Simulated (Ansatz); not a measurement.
## Si: moving Si off its site

Si, P6_3/mmc, a = 3.802 Å, c = 6.289 Å. This isn't the element's structure at ambient conditions. Ansatz: LDA, PAW, 420 eV, Γ-centred 12×12×6 mesh on 4 atoms, Gaussian smearing 0.03 eV; no spin polarisation.

```
Si
1.0
     3.80198    0.00000    0.00000
    -1.90099    3.29261    0.00000
     0.00000    0.00000    6.28912
Si
4
Direct
  0.33333 0.66667 0.06303
  0.66667 0.33333 0.56303
  0.33333 0.66667 0.43697
  0.66667 0.33333 0.93697
```

Atom 1 (Si) moves by x along the unit vector (0.000, 0.000, 1.000), with its periodic images; all else is held. y is the free energy of the cell over the start, F the force along the path summed over the moved atoms.

| x (Å) | y (meV) | F (eV/Å) |
| --- | --- | --- |
| -0.450 | 922.7 | 2.99 |
| -0.360 | 657.3 | 2.89 |
| -0.270 | 409.9 | 2.58 |
| -0.180 | ? | ? |
| -0.090 | 54.7 | 1.16 |
| 0.000 | 0.0 | 0.00 |
| 0.180 | 279.8 | -3.36 |
| 0.270 | 680.8 | -5.63 |
| 0.360 | 1309.3 | -8.42 |
| 0.450 | 2218.3 | -11.96 |

**Question.** Fit y = c2 x² + c3 x³ + c4 x⁴ to the energies of the other rows, give the force constant, and predict energy and force of the missing row.

**Answer.** Least squares on the rows shown. y = 7307.1 x² + 7076.3 x³ + 2209.2 x⁴. The force constant is 2 c2 = 14.6 eV/Å² (for all images moving together, not for a lone atom). The force −dy/dx at the missing row is 1.99 eV/Å (computed 2.03). At x = -0.180 the fit asked for gives 197.8 meV. The run gave 200.7 meV, so the fit is 2.9 meV too low, within the rms miss on the fitted rows (3.3 meV).

The well is strongly lopsided: at the largest displacements the energy reaches 2218.3 meV on the positive side but only 922.7 meV on the negative side. The cell is hexagonal diamond, and the path runs along the axial bond of a tetrahedrally bonded atom. Positive x pushes the atom head-on into its axial neighbour, where Pauli repulsion climbs steeply. Negative x stretches that bond and flattens the atom towards the plane of its other three neighbours. Those bonds lie largely across the path, so they shorten only slightly, and the restoring force levels off near 3 eV/Å as the axial overlap weakens. The positive cubic term expresses this bond anharmonicity.

The energy rises steadily in both directions, so the sampled path shows no second minimum and no sign of a stable, flattened threefold site. The curvature at the origin doesn't translate directly into a phonon frequency, because moving one of the four atoms alone mixes several zone-centre modes.
